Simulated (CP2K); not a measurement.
Tc:

```
Tc
1.0
     2.74000    0.00000    0.00000
    -1.37000    2.37291    0.00000
     0.00000    0.00000    4.39800
Tc
2
Cartesian
  1.3700 0.7910 3.2985
  0.0000 1.5819 1.0995
```

| Item | Value |
| --- | --- |
| Program | CP2K 2026.2 |
| Task | single point |
| Functional | PBE |
| Potentials or basis | POTENTIAL_UZH Tc GTH-PBE-q15; TZVP-MOLOPT-PBE-GTH basis |
| Density cutoff | 6123 eV |
| k mesh | 11 × 11 × 6 |
| Occupations | fermi-dirac, width 0.05 eV |
| Spin | no spin polarisation |

On this cell: pressure 6.9 GPa; largest force under 0.003 eV/Å; band gap on the k mesh none (metal or under the smearing width).

The same run follows on a disturbed copy (atoms moved at random, drawn with an rms of 0.05 Å):

```
CELL_PARAMETERS angstrom
2.74000 0.00000 0.00000
-1.37000 2.37291 0.00000
0.00000 0.00000 4.39800
ATOMIC_POSITIONS crystal
Tc 0.64995 0.33009 0.74506
Tc 0.34119 0.66573 0.26152
```

Task: What does the disturbed cell give?

Result: The energy (extrapolated to zero smearing) moves by +5.9 meV/atom; pressure 7.7 GPa; largest force 0.311 eV/Å; band gap on the k mesh none (metal or under the smearing width).

Forces on the atoms (eV/Å):
```
Tc   0.191  0.015  0.245
Tc  -0.192 -0.015 -0.245
```

Stress tensor (GPa, compression positive):
```
 7.55 -1.30  1.10
-1.30  8.05  0.09
 1.10  0.09  7.56
```

Caveats: the basis of atomic orbitals isn't converged, which shifts pressures, moduli and gaps.
